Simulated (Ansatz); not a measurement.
Set up this calculation in Ansatz 0.2.0, as the native input.

```yaml
Task: band structure
Functional: PBEsol
Potentials_or_basis: all-electron LAPW, scalar-relativistic
Cutoff: 251 eV (chosen from the basis error)
Basis_error_allowed: 0.001 eV/atom
k_mesh: 8 × 8 × 8
Occupations: fermi-dirac, width 0.05 eV
Spin: no spin polarisation
```

The system is Au.

```
CELL_PARAMETERS angstrom
-1.65727 1.65727 1.65727
1.65727 -1.65727 1.65727
1.65727 1.65727 -1.65727
ATOMIC_POSITIONS crystal
Au 0.00000 0.00000 0.00000
```

This isn't the form of Au at room conditions, which is fcc.

These files were run (other wordings do the same):

input.yaml

```yaml
crystal:
  lattice:
    - [-1.657269, 1.657269, 1.657269]
    - [1.657269, -1.657269, 1.657269]
    - [1.657269, 1.657269, -1.657269]
  atoms:
    - { symbol: Au, position: [0.0, 0.0, 0.0] }
kpoints:
  mp_grid: { grid: [8, 8, 8] }
  band_path:
    path:
      - [0.0, 0.0, 0.0]
      - [0.5, -0.5, 0.5]
      - [0.0, 0.0, 0.5]
      - [0.0, 0.0, 0.0]
      - [0.25, 0.25, 0.25]
      - [0.5, -0.5, 0.5]
    npoints: 10
scf:
  occupations: { method: fermi_dirac, width: 0.05 }
hamiltonian:
  xc: pbesol
  pseudopotentials: { kind: all_electron, lapw: { basis_error: 0.001 } }
output:
  forces: true
  stress: true
  eigenvalues: true
```

Potentials or basis: all-electron LAPW, scalar-relativistic.

The run is started by

```bash
$ ansatz run input.yaml --threads 1 --pin off --max-ram 3072MiB --backend cpu --events-out ev --progress --plain --runs-dir out
```

Results of the run:

```yaml
Pressure: -9.5 GPa
Band_gap_along_the_path: none (metal or under the smearing width)
```

Caveat: the k mesh is thin for a metal, which can move the energy by tens of meV per atom; spin-orbit coupling is left out, which moves the levels of the heavy elements.

It took 7.6 s on 1 thread of Arm Neoverse V1, with other jobs on the host, peak memory 0.24 GiB.
